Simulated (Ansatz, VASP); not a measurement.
KCl: VASP beside Ansatz

File INCAR:

```
PREC     = Accurate       # precision mode
ENCUT    = 520            # plane-wave cutoff, eV
EDIFF    = 1E-7           # SCF threshold, eV
ISMEAR   = 0              # smearing method
SIGMA    = 0.05           # smearing width, eV
LREAL    = F              # projectors in reciprocal space
LASPH    = T              # aspherical terms in the spheres
NELM     = 80             # most SCF steps
ALGO     = Normal         # electronic algorithm
ISIF     = 2              # what is computed and relaxed
LWAVE    = F              # write WAVECAR
LCHARG   = F              # write CHGCAR
GGA      = PE             # functional
NBANDS   = 15             # bands
```

Contents of KPOINTS:

```
Automatic mesh
0
Gamma
  6 6 6
```

File POSCAR:

```
KCl
1.0
    0.0000000000      2.9904047500      3.1561000000
    3.3217952500      0.0000000000      3.1561000000
    3.3217952500      2.9904047500      0.0000000000
K Cl
1 1
Direct
    0.0000000000      0.0000000000      0.0000000000
    0.5000000000      0.5000000000      0.5000000000
```

Input for Ansatz:

```yaml
crystal:
  lattice:
    - [0.0, 2.99040475, 3.1561]
    - [3.32179525, 0.0, 3.1561]
    - [3.32179525, 2.99040475, 0.0]
  atoms:
    - { symbol: K, position: [0.0, 0.0, 0.0] }
    - { symbol: Cl, position: [0.5, 0.5, 0.5] }
basis:
  ecutwfc: 420
kpoints:
  mp_grid: { grid: [6, 6, 6] }
hamiltonian:
  xc: pbe
scf:
  occupations: { method: gaussian, width: 0.05 }
output:
  forces: true
  stress: true
  eigenvalues: true
```

Change from the starting cell: strain +0.0525 x Voigt [1, -1, 0, 0, 0, 0], atoms carried along.

Alike in both runs: task single point; functional PBE; k mesh 6 × 6 × 6; occupations gaussian, width 0.05 eV; no spin polarisation.

|  | VASP | Ansatz |
| --- | --- | --- |
| version | VASP 6.6.1 | Ansatz 0.2.0 |
| potentials or method | VASP PAW PBE potentials, release 64 (K_sv, Cl) | scalar-relativistic, plane waves, PAW |
| plane-wave cutoff (eV) | 520 | 420 |
| valence electrons in the cell | 16 | 16 |

|  | VASP | Ansatz | Ansatz less VASP |
| --- | --- | --- | --- |
| gap on the k mesh at the Fermi level (eV) | 5.09 | 5.09 | +0.003 |
| least direct gap on the mesh (eV) | 5.09 | 5.09 | +0.003 |
| pressure (GPa) | 1.1 | 1.1 | -0.03 |
| largest component of the traceless stress (GPa) | 2.27 | 2.23 | -0.042 |
